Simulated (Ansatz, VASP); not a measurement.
## AlN: VASP beside Ansatz

```
Al N
1.0
     0.00000    2.03452    2.03452
     2.03452    0.00000    2.03452
     2.03452    2.03452    0.00000
Al N
1 1
Cartesian
  2.0345 2.0345 2.0345
  0.0000 0.0000 0.0000
```

Measurements of this composition are mostly on another form, of space group No. 186.

Alike in both runs: task relaxation of cell and atoms; functional revPBE; dispersion D3(BJ); k mesh 11 × 11 × 11; occupations fermi-dirac, width 0.05 eV; no spin polarisation.

|  | VASP | Ansatz |
| --- | --- | --- |
| version | VASP 6.6.1 | Ansatz 0.2.0 |
| potentials or method | VASP PAW PBE potentials, release 64 (Al, N) | Ansatz PAW |
| plane-wave cutoff (eV) | 600 | 420 |
| valence electrons in the cell | 8 | 8 |

```tsv
	VASP	Ansatz	Ansatz less VASP
gap on the k mesh at the Fermi level, each at its own relaxed structure (eV)	5.03	5.03	-0.004
relaxed volume (Å³/atom)	8.09	8.12	+0.024
relaxed cell length with the largest relative difference (Å)	2.839	2.842	+0.0028
energy change over the relaxation (meV/atom)	-11	-9	+1.6
```

Caveats: the PAW data sets were made with another functional, which shifts forces and pressure a little (VASP); an odd mesh through Γ misses points on the zone boundary, where band edges often lie (VASP); odd divisions of the mesh miss points on the zone boundary, where band edges often lie, so the gap on the mesh can be too wide (Ansatz); the plane-wave basis is chosen anew once the cell has moved, so the energies of steps on either side of that aren't comparable (Ansatz); the pressure holds a Pulay correction of +0.5 GPa for the finite cutoff (Ansatz); the PAW data sets come from PBE, with cores solved anew for the run's functional, which leaves a small shift of forces and pressure (Ansatz).
